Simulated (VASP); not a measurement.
Runs of VASP 6.6.1 on Zn. It takes space group P6/mmm (No. 191, hexagonal). Conventional cell: a = 4.644 Å, b = 4.644 Å, c = 2.612 Å, α = 90.00°, β = 90.00°, γ = 120.00°. Zn (site symmetry 6/mmm) is surrounded by 14 Zn at 2.61 to 2.98 Å. Zn (site symmetry -6m2) has 11 Zn at 2.61 to 2.98 Å as nearest neighbours. This isn't the form of Zn at room conditions, which is hcp.

```csv
cell,k mesh,further INCAR settings,gap on the mesh (eV),pressure (GPa)
"P6/mmm, 16.26 Å³/atom",9 × 9 × 13,ALGO = Fast; EDIFF = 1e-06; NBANDS = 25,none,4.2
"P6/mmm, 17.67 Å³/atom",9 × 9 × 13,ALGO = Fast; EDIFF = 1e-06; NBANDS = 25,none,0.1
"P6/mmm, 17.67 Å³/atom",10 × 10 × 15,ALGO = Fast; EDIFF = 1e-07; NBANDS = 25,none,(a)
"P6/mmm, 19.09 Å³/atom",9 × 9 × 13,ALGO = Fast; EDIFF = 1e-07; NBANDS = 25,none,-1.8
```

Alike in all rows: task single point; level BLYP; potentials or basis VASP PAW PBE potentials, release 64 (Zn); no spin polarisation; cutoff (eV) 520; smearing fermi-dirac 0.1 eV.

Problem. Fill in the values left out.

Solution. (a) 0.2.

Caveats: the PAW data sets were made with another functional, which shifts forces and pressure a little.

A gap of «none» marks a metal or a gap under the smearing width.
